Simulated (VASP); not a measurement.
# P (R-3m) in VASP: notebook, part 2 of 2

VASP 6.6.1.

## 3. Relaxation of cell and atoms, PBEsol+D3(BJ), target pressure 12.5 GPa, at which the enthalpy is minimised

This run uses another cell than the first one, of 12.78 Å³/atom, 0.792 times its volume.

The input, INCAR:

```
SYSTEM = P
  PREC = Accurate
  ENCUT = 520
  EDIFF = 1E-7
  ISMEAR = 0
  SIGMA = 0.1
  LREAL = .False.
  LASPH = .True.
  NELM = 80
  ALGO = Normal
  ISIF = 3
  LWAVE = .False.
  LCHARG = .False.
  GGA = PS
  IVDW = 12
  IBRION = 2
  NSW = 80
  EDIFFG = -0.15
  PSTRESS = 125.0
```

The input, KPOINTS:

```
Automatic mesh
0
Gamma
  15 15 15
  0 0 0
```

The input, POSCAR:

```
P                                       
1.0
    1.6500578608      0.9526613527      2.7106416232
   -1.6500578608      0.9526613527      2.7106416232
    0.0000000000     -1.9053226955      2.7106416230
  P             
     2
Direct
     0.2438885637961525    0.2438885637961525    0.2438885637979993
     0.7561114362038476    0.7561114362038476    0.7561114362020007
```

Potentials or basis: VASP PAW PBE potentials, release 64 (P).

On the command line:

```console
> cat potpaw_PBE.64/P/POTCAR > POTCAR
> mpirun -np 1 vasp_std > vasp.out
```

OUTCAR:

```text
SYSTEM = P
   PREC = Accurate
   ENCUT = 520
   EDIFF = 1E-7
   ISMEAR = 0
   LREAL = .False.
   LASPH = .True.
   NELM = 80
   ISIF = 3
   GGA = PS
   IVDW = 12
   IBRION = 2
   NSW = 80
   EDIFFG = -0.15
   PSTRESS = 125.0
 IVDW          = 12

 ion  position               nearest neighbor table
   1  0.244  0.244  0.244-   2 2.28   2 2.28   2 2.28   2 2.40   2 2.40   2 2.40
   2  0.756  0.756  0.756-   1 2.28   1 2.28   1 2.28   1 2.40   1 2.40   1 2.40

  LATTYP: Found a trigonal (rhomboedric) cell.
 ALAT       =     3.3132812447
 COS(alpha) =     0.5039656658

  Lattice vectors:

 A1 = (   1.6500578608,   0.9526613527,   2.7106416232)
 A2 = (  -1.6500578608,   0.9526613527,   2.7106416232)
 A3 = (   0.0000000000,  -1.9053226955,   2.7106416230)

Analysis of symmetry for initial positions (statically):
=====================================================================
 Subroutine PRICEL returns:
 Original cell was already a primitive cell.

 Routine SETGRP: Setting up the symmetry group for a
 trigonal (rhombohedral) supercell.

 Subroutine GETGRP returns: Found 12 space group operations
 (whereof 12 operations were pure point group operations)
 out of a pool of 12 trial point group operations.

The static configuration has the point symmetry D_3d.

Analysis of symmetry for dynamics (positions and initial velocities):
=====================================================================
 Subroutine PRICEL returns:
 Original cell was already a primitive cell.

 Routine SETGRP: Setting up the symmetry group for a
 trigonal (rhombohedral) supercell.

 Subroutine GETGRP returns: Found 12 space group operations
 (whereof 12 operations were pure point group operations)
 out of a pool of 12 trial point group operations.

The dynamic configuration has the point symmetry D_3d.

 Subroutine INISYM returns: Found 12 space group operations
 (whereof 12 operations are pure point group operations),
 and found     1 'primitive' translations

----------------------------------------------------------------------------------------

                                     Primitive cell

  volume of cell :      25.5659

  direct lattice vectors                    reciprocal lattice vectors
     1.650057861  0.952661353  2.710641623     0.303019677  0.174948492  0.122972115
    -1.650057861  0.952661353  2.710641623    -0.303019677  0.174948492  0.122972115
     0.000000000 -1.905322695  2.710641623     0.000000000 -0.349896984  0.122972115

  length of vectors
     3.313281245  3.313281245  3.313281241     0.370877393  0.370877393  0.370877393

  position of ions in fractional coordinates (direct lattice)
     0.243888564  0.243888564  0.243888564
     0.756111436  0.756111436  0.756111436

  ion indices of the primitive-cell ions
   primitive index   ion index
                 1           1
                 2           2

----------------------------------------------------------------------------------------

 KPOINTS: Automatic mesh

Automatic generation of k-mesh.
 Grid dimensions read from file:
 generate k-points for:   15   15   15

 Generating k-lattice:
[... 42 lines left out ...]
  0.200000  0.133333  0.000000     12.000000
 [... further k-points ...]
   k-points           NKPTS =    344   k-points in BZ     NKDIM =    344   number of bands    NBANDS=      9
   number of dos      NEDOS =    301   number of ions     NIONS =      2
   total plane-waves  NPLWV =  21952
   dimension x,y,z NGX =    28 NGY =   28 NGZ =   28
   dimension x,y,z NGXF=    56 NGYF=   56 NGZF=   56
   ions per type =               2
   NGX,Y,Z   is equivalent  to a cutoff of  14.05, 14.05, 14.05 a.u.
   NGXF,Y,Z  is equivalent  to a cutoff of  28.10, 28.10, 28.10 a.u.
 SYSTEM =  P
   PREC   = accura    normal or accurate (medium, high low for compatibility)
   ISTART =      0    job   : 0-new  1-cont  2-samecut
   ICHARG =      2    charge: 1-file 2-atom 10-const
   ISPIN  =      1    spin polarized calculation?
   LNONCOLLINEAR =      F non collinear calculations
   LSORBIT =      F    spin-orbit coupling
   LASPH  =      T    aspherical Exc in radial PAW
   ENCUT  =  520.0 eV  38.22 Ry    6.18 a.u.   6.16  6.16  6.16*2*pi/ulx,y,z
   NELM   =     80;   NELMIN=  2; NELMDL= -5     # of ELM steps
   EDIFF  = 0.1E-06   stopping-criterion for ELM
   LREAL  =      F    real-space projection
   EDIFFG = -.1E+00   stopping-criterion for IOM
   NSW    =     80    number of steps for IOM
   IBRION =      2    ionic relax: 0-MD 1-quasi-New 2-CG
   NFREE  =      1    steps in history (QN), initial steepest desc. (CG)
   ISIF   =      3    stress and relaxation
   ISYM   =      2    0-nonsym 1-usesym 2-fastsym
   POTIM  = 0.5000    time-step for ionic-motion
   TEBEG  =    0.0;   TEEND  =   0.0 temperature during run
   PSTRESS=  125.0 pullay stress
   NELECT =      10.0000    total number of electrons
   NUPDOWN=      -1.0000    fix difference up-down
   EMIN   =  10.00;   EMAX   =-10.00  energy-range for DOS
   EFERMI =   0.00;   METHOD = LEGACY
   ISMEAR =     0;   SIGMA  =   0.10  broadening in eV -4-tet -1-fermi 0-gaus
   EFERMI_NEDOS =   21; number of points for ismear=-14 and -15
   IALGO  =     38    algorithm
   IMIX   =      4    mixing-type and parameters
     AMIX     =   0.40;   BMIX     =  1.00
     AMIX_MAG =   1.60;   BMIX_MAG =  1.00
  volume/ion in A,a.u.               =      12.78        86.26
  Fermi-wavevector in a.u.,A,eV,Ry     =   1.197258  2.262490 19.502960  1.433427
  Thomas-Fermi vector in A             =   2.333178
   LORBIT       =      0    0 simple, 1 ext, 2 COOP (PROOUT), +10 PAW based schemes
   GGA     = PS    functional components
   LHFCALC =     F    Hartree Fock is set to
   AEXX    =    0.0000 exact exchange contribution
   IVDW    =    12    specifies the selected vdW correction
   LEPSILON=     F    determine dielectric tensor
   LRPA    =     F    only Hartree local field effects (RPA)
 conjugate gradient relaxation of ions
 non-spin polarized calculation
 Gauss-broadening in eV      SIGMA  =   0.10
  energy-cutoff  :      520.00
  volume of cell :       25.57
 maximum number of plane-waves:       707
 NGX is ok and might be reduce to    28
   NGX = 13   NGY = 13   NGZ = 13

 number of electron      10.0000000 magnetization

 Free energy of the ion-electron system (eV)
  ---------------------------------------------------
  ext. energy  EPLUGINS =         0.00000000
  ---------------------------------------------------
  free energy    TOTEN  =       -11.40651640 eV

  energy without entropy =      -11.40438229  energy(sigma->0) =      -11.40544935

 E-fermi :  11.6509     XC(G=0): -11.9433

 val. band max:       11.6310428785   @ k =  -0.4667   0.2000   0.1333
 cond. band min:      11.6649187080   @ k =   0.3333   0.3333   0.3333
 fundamental gap:      0.0338758295
 Fermi energy:        11.6508740747

 k-point     1 :       0.0000    0.0000    0.0000
  band No.  band energies     occupation
      1      -6.3797      2.00000
      2       9.2110      2.00000
      3       9.2319      2.00000
      4       9.2319      2.00000
      5      11.5366      1.89379
      6      15.3516      0.00000
      7      15.6513      0.00000
      8      15.6513      0.00000
      9      17.3902      0.00000
[... 265 lines left out ...]
 k-point    24 :       0.2000    0.1333    0.0000
  band No.  band energies     occupation
      1      -5.6236      2.00000
      2       6.2242      2.00000
      3       7.8617      2.00000
      4       8.3321      2.00000
      5      11.1706      2.00000
      6      14.2724      0.00000
      7      14.8389      0.00000
      8      16.7246      0.00000
      9      17.4826      0.00000

 [... further k-points ...]

------------------------ aborting loop because EDIFF is reached ----------------------------------------

 Edisp (eV)   -0.88885

 E8    (eV) :    -0.5277

  FORCE on cell =-STRESS in cart. coord.  units (eV):
  Direction    XX          YY          ZZ          XY          YZ          ZX
  --------------------------------------------------------------------------------------
  -------------------------------------------------------------------------------------
  Total       1.96876     1.96876     1.76196     0.00000     0.00000     0.00000
  in kB     123.37902   123.37902   110.41916     0.00000     0.00000     0.00000
  external pressure =       -5.94 kB  Pullay stress =      125.00 kB

 VOLUME and BASIS-vectors are now :
 -----------------------------------------------------------------------------
  energy-cutoff  :      520.00
  volume of cell :       25.57
      direct lattice vectors                 reciprocal lattice vectors
     1.650057861  0.952661353  2.710641623     0.303019677  0.174948492  0.122972115
    -1.650057861  0.952661353  2.710641623    -0.303019677  0.174948492  0.122972115
     0.000000000 -1.905322695  2.710641623     0.000000000 -0.349896984  0.122972115

 POSITION                                       TOTAL-FORCE (eV/Angst)
 -----------------------------------------------------------------------------------
      0.00000      0.00000      1.98328         0.000000      0.000000      0.096070
      0.00000      0.00000      6.14864         0.000000     -0.000000     -0.096070
 -----------------------------------------------------------------------------------
    total drift:                                0.000000     -0.000000      0.000000

  FREE ENERGIE OF THE ION-ELECTRON SYSTEM (eV)
  ---------------------------------------------------
  free  energy   TOTEN  =       -12.2953680623 eV

  energy  without entropy=      -12.2932339537  energy(sigma->0) =      -12.29430101

  enthalpy is  TOTEN    =       -10.3007465302 eV   P V=        1.9946215321

 reached required accuracy - stopping structural energy minimisation
```

CONTCAR:

```text
P
   1.00000000000000
     1.6500578608000001    0.9526613527000000    2.7106416231999999
    -1.6500578608000001    0.9526613527000000    2.7106416231999999
     0.0000000000000000   -1.9053226955000000    2.7106416229999999
  P
     2
Direct
     0.2438885637961548    0.2438885637961548    0.2438885637980022
     0.7561114362038452    0.7561114362038452    0.7561114362019978

  0.00000000E+00  0.00000000E+00  0.00000000E+00
  0.00000000E+00  0.00000000E+00  0.00000000E+00
```

Wall time 43 s (1 thread of Intel Xeon Platinum 8488C (Sapphire Rapids), shared host); peak memory 0.2 GiB.

What came out:

```yaml
Free_energy: -12.2954 eV
Pressure_after_relaxing: 11.9 GPa
Largest_force_after_relaxing: 0.096 eV/Å
Band_gap_on_the_k_mesh: none (metal or under the smearing width)
Dispersion_energy_per_atom: -0.444 eV
```

Forces in eV/Å, atoms in the order of the input:
```
P    0.000  0.000  0.096
P    0.000  0.000 -0.096
```

Final structure:
```
P
1.0
     1.65006    0.95266    2.71064
    -1.65006    0.95266    2.71064
     0.00000   -1.90532    2.71064
P
2
Direct
  0.24389 0.24389 0.24389
  0.75611 0.75611 0.75611
```

Levels at points of the mesh, in eV from the Fermi level:
```
           k point  band 3  band 4  band 5  band 6  band 7  band 8
(0.00, 0.00, 0.00)   -2.42   -2.42   -0.11    3.70    4.00    4.00
```

Caveat: the relaxation stopped at its first step, so nothing moved; the cell is relaxed towards a set pressure, so the enthalpy falls and the energy may rise; the PAW data sets were made with another functional, which shifts forces and pressure a little; pairwise dispersion overbinds metals, which lowers pressure and volume; the relaxation stopped at a loose force limit of 0.15 eV/Å, so its end isn't a converged minimum.

## 4. Relaxation of cell and atoms, PBEsol+D3(BJ), target pressure 12.5 GPa, at which the enthalpy is minimised

This run uses another cell than the first one, of 12.78 Å³/atom, 0.792 times its volume.

INCAR is that of step 3.

KPOINTS is that of step 3.

The input, POSCAR:

```
P                                       
1.0
    1.6500578608      0.9526613527      2.7106416232
   -1.6500578608      0.9526613527      2.7106416232
    0.0000000000     -1.9053226955      2.7106416230
  P             
     2
Direct
     0.2438885637961548    0.2438885637961548    0.2438885637980022
     0.7561114362038452    0.7561114362038452    0.7561114362019978
```

On the command line:

```console
> cat potpaw_PBE.64/P/POTCAR > POTCAR
> mpirun -np 1 vasp_std > vasp.out
```

It took 44 s on 1 thread of Intel Xeon Platinum 8488C (Sapphire Rapids), shared host; peak memory 0.21 GiB.

It converged, with:

```yaml
Free_energy: -12.2954 eV
Pressure_after_relaxing: 11.9 GPa
Largest_force_after_relaxing: 0.096 eV/Å
Band_gap_on_the_k_mesh: none (metal or under the smearing width)
Dispersion_energy_per_atom: -0.444 eV
```

Forces on the atoms (eV/Å):
```
P    0.000  0.000  0.096
P    0.000  0.000 -0.096
```

Stress tensor (GPa, compression positive):
```
12.34  0.00  0.00
 0.00 12.34  0.00
 0.00  0.00 11.04
```

Final structure:
```cif
data_structure
_symmetry_space_group_name_H-M 'P 1'
_symmetry_Int_Tables_number 1
_cell_length_a 3.3133
_cell_length_b 3.3133
_cell_length_c 3.3133
_cell_angle_alpha 59.737
_cell_angle_beta 59.737
_cell_angle_gamma 59.737
_cell_volume 25.57
loop_
_atom_site_label
_atom_site_type_symbol
_atom_site_fract_x
_atom_site_fract_y
_atom_site_fract_z
_atom_site_occupancy
P1 P 0.24389 0.24389 0.24389 1
P2 P 0.75611 0.75611 0.75611 1
```

Levels at points of the mesh, in eV from the Fermi level:
| k point | band 2 | band 3 | band 4 | band 5 | band 6 | band 7 | band 8 | band 9 |
| --- | --- | --- | --- | --- | --- | --- | --- | --- |
| (0.00, 0.00, 0.00) | -2.44 | -2.42 | -2.42 | -0.11 | 3.70 | 4.00 | 4.00 | 5.74 |

Caveat: the relaxation stopped at its first step, so nothing moved; the cell is relaxed towards a set pressure, so the enthalpy falls and the energy may rise; the PAW data sets were made with another functional, which shifts forces and pressure a little; pairwise dispersion overbinds metals, which lowers pressure and volume; the relaxation stopped at a loose force limit of 0.15 eV/Å, so its end isn't a converged minimum.
